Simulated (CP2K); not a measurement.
Runs of CP2K 2026.2 on Ag. All rows change the cell; the cell of one of them follows. The structure is trigonal, space group R-3m (No. 166). The conventional cell has a = 2.889 Å, b = 2.889 Å, c = 7.501 Å, α = 90.00°, β = 90.00°, γ = 120.00°. Ag (site symmetry -3m) has 12 Ag at 2.89 to 3.01 Å as nearest neighbours.

| cell | gap on the mesh (eV) | pressure (GPa) |
| --- | --- | --- |
| strain_c = 0.06 | none | -1.0 |
| strain_c = -0.02 | none | (b) |
| strain_c = -0.04 | none | 9.9 |
| strain_c = 0 | none | 4.2 |
| strain_c = 0.02 | none | 2.1 |
| strain_c = 0.04 | none | (a) |

Alike in all rows: task atomic charges; level PBE; potentials or basis POTENTIAL_UZH Ag GTH-PBE-q11; TZVP-MOLOPT-PBE-GTH basis; no spin polarisation; k mesh 11 × 11 × 11; smearing fermi-dirac 0.05 eV.

Q: Fill in the values left out.

A: (a) 0.5; (b) 6.8.

Caveats: the basis of atomic orbitals isn't converged, which shifts pressures, moduli and gaps.

A k mesh can miss the band edges, and the runs leave out spin-orbit coupling on Ag.

A gap of «none» marks a metal or a gap under the smearing width.
